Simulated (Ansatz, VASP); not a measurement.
# Ga: VASP beside Ansatz

```
Ga
1.0
    -1.38440    1.38440    2.31122
     1.38440   -1.38440    2.31122
     1.38440    1.38440   -2.31122
Ga
1
Direct
  0.00000 0.00000 0.00000
```

Alike in both runs: functional LDA; k mesh 13 × 13 × 13; occupations fermi-dirac, width 0.05 eV; no spin polarisation.

```csv
,VASP,Ansatz
version,VASP 6.6.1,Ansatz 0.2.0
potentials or method,"VASP PAW LDA potentials, release 64 (Ga_d), cutoff 520 eV","all-electron LAPW, scalar-relativistic"
task,single point,band structure
```

VASP gave:

| Property | Result |
| --- | --- |
| gap on the k mesh at the Fermi level (eV) | none |
| pressure (GPa) | -2.5 |
| largest component of the traceless stress (GPa) | 0.24 |

What did Ansatz give for the same quantities?

gap on the k mesh at the Fermi level (eV): none; pressure (GPa): -2.4; largest component of the traceless stress (GPa): 0.26.

A gap of «none» marks a metal or a gap that the smearing closes. Ansatz ran all-electron here, so the differences hold the error of VASP's frozen core and of both bases.
